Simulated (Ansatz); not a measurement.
## SrCl2: where the heat goes in a short trajectory

Method: Ansatz 0.2.0, DFT PBEsol, scalar-relativistic, plane waves, PAW. The runs took a 420 eV cutoff, a shifted (0.5, 0.5, 0.0 steps) 2×2×1 mesh and Fermi–Dirac smearing (0.22 eV). The mesh is coarse. No spin polarisation.

18 atoms start on the lattice sites below (V = 558.9 Å³, 1.10 times the source cell's; static pressure -3.51 GPa, largest force component 0.02 eV/Å) with velocities drawn for 2600 K; Langevin thermostat aiming at the same temperature, at which the real crystal may have melted, fixed cell, 48 steps of 1.5 fs.

```
CELL_PARAMETERS angstrom
7.19602 3.59801 -3.59801
3.59801 7.19602 3.59801
7.19602 -3.59801 3.59801
ATOMIC_POSITIONS crystal
Sr 0.50000 0.00000 0.50000
Sr 0.83333 0.33333 0.50000
Sr 0.00000 0.00000 0.00000
Sr 0.33333 0.33333 0.00000
Sr 0.66667 0.66667 0.00000
Sr 0.16667 0.66667 0.50000
Cl 0.45833 0.33333 0.62500
Cl 0.79167 0.66667 0.62500
Cl 0.95833 0.33333 0.12500
Cl 0.29167 0.66667 0.12500
Cl 0.62500 0.00000 0.12500
Cl 0.12500 0.00000 0.62500
Cl 0.37500 0.00000 0.87500
Cl 0.70833 0.33333 0.87500
Cl 0.87500 0.00000 0.37500
Cl 0.20833 0.33333 0.37500
Cl 0.54167 0.66667 0.37500
Cl 0.04167 0.66667 0.87500
```

| t (fs) | T (K) | kinetic energy (meV/atom) | potential energy over the first frame (meV/atom) | P with the kinetic part (GPa) |
| --- | --- | --- | --- | --- |
| 0.0 | 2456 | 317.4 | 0.0 | -2.42 |
| 4.5 | 2425 | 313.4 | 2.6 | -2.39 |
| 9.0 | 2504 | 323.7 | 10.5 | -2.22 |
| 13.5 | 2112 | 272.9 | 22.7 | -2.20 |
| 18.0 | 2133 | 275.7 | 37.7 | -1.95 |
| 22.5 | 2012 | 260.0 | 53.4 | -1.72 |
| 27.0 | 1923 | 248.6 | 67.5 | -1.46 |
| 31.5 | 1738 | 224.6 | 84.0 | -1.23 |
| 36.0 | 1784 | 230.6 | 99.1 | -0.91 |
| 40.5 | 2012 | 260.1 | 117.8 | -0.47 |
| 45.0 | 2400 | 310.2 | 136.9 | 0.02 |
| 49.5 | 2142 | 276.9 | 154.9 | 0.21 |
| 54.0 | 2219 | 286.9 | 168.3 | 0.45 |
| 58.5 | 2017 | 260.7 | 181.7 | 0.57 |
| 63.0 | 1853 | 239.5 | 193.3 | 0.64 |
| 67.5 | 2375 | 307.0 | 202.7 | 0.94 |
| 72.0 | 2017 | 260.7 | 209.6 | 0.80 |

T counts 3N degrees of freedom. Means over every step of the second half, not only the rows shown: T = 2104 K, kinetic energy 271.9 meV/atom, potential energy 163.5 meV/atom, P = 0.28 GPa.

Problem. Does the potential energy follow equipartition for harmonic vibrations?

Solution. In a harmonic crystal each vibration holds as much potential as kinetic energy on average; T is counted on all 3N degrees of freedom here, and the thermostat also drives the centre of mass, which has no potential energy, so the share is (N − 1)/N of the kinetic energy, 256.8 meV/atom. The run has 163.5, a ratio of 0.64. The deficit can mean that slow modes haven't yet taken up their share, that the thermostat is still feeding kinetic energy, or that the atoms found a lower arrangement than the start. So short a run gives a rough mean. T is still well under the temperature that the thermostat aims for.

Problem. Split the rise of pressure into the kinetic part and the rest. Can a thermal Grüneisen parameter be estimated?

Solution. The program counts the kinetic part as N k_B T/V = 0.94 GPa. The pressure lies 3.79 GPa over the static one in all, so the forces add 2.85 GPa. The potential energy lies far under its harmonic share, so slow or unstable modes may dominate and no γ is drawn.